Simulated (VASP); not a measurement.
PtS2 under changes of volume

One of the cells (18.626 Å³/atom); the others are scaled copies at fixed shape and fractional positions:

```
CELL_PARAMETERS angstrom
3.56667 0.00000 0.00000
-1.78333 3.08882 0.00000
0.00000 0.00000 5.07217
ATOMIC_POSITIONS crystal
Pt 0.00000 0.00000 0.00000
S 0.66667 0.33333 0.77300
S 0.33333 0.66667 0.22700
```

* Program: VASP 6.6.1
* Functional: PBE
* Potentials or basis: VASP PAW PBE potentials, release 64 (Pt, S)
* Cutoff: 520 eV
* k mesh: 9 × 9 × 5
* Occupations: fermi-dirac, width 0.05 eV
* Spin: no spin polarisation

```tsv
volume (Å³/atom)	energy over the lowest point (meV/atom)	pressure (GPa)	gap on the mesh (eV)	largest force (eV/Å)
17.165	160.38	23.5	1.10	2.266
17.531	111.92	18.9	1.08	1.885
17.896	?	?	?	?
18.626	22.31	7.8	1.01	0.916
18.992	7.93	4.8	0.98	0.642
19.357	0.00	2.1	0.96	0.389
```

Question: What does the run at 17.896 Å³/atom give?

Answer: Energy over the lowest point 73.43 meV/atom; pressure 14.8 GPa; gap on the mesh 1.05 eV; largest force 1.535 eV/Å.

Worked out: A Birch-Murnaghan fit of order 3 (a polynomial in V^(-2/3)) to the other rows has its minimum at 19.68 Å³/atom, just outside them, with B0 = V·E''(V) = 126 GPa and B' = 4.6 at fixed shape and positions, which overstates the stiffness. It gives 73.47 meV/atom at 17.896 Å³/atom, against the run's 73.43, and -dE/dV = 14.9 GPa, against 14.8. A straight line through the other rows of the gap, of slope -1.18 eV per unit of ln V, gives 1.05 eV, against the run's 1.05.

Energies are extrapolated to zero smearing.

Caveats: spin-orbit coupling is left out, which moves the levels of the heavy elements; an odd mesh through Γ misses points on the zone boundary, where band edges often lie; forces of over 1 eV/Å show positions far from the minimum, so gaps and moduli don't describe the material at rest (some runs).
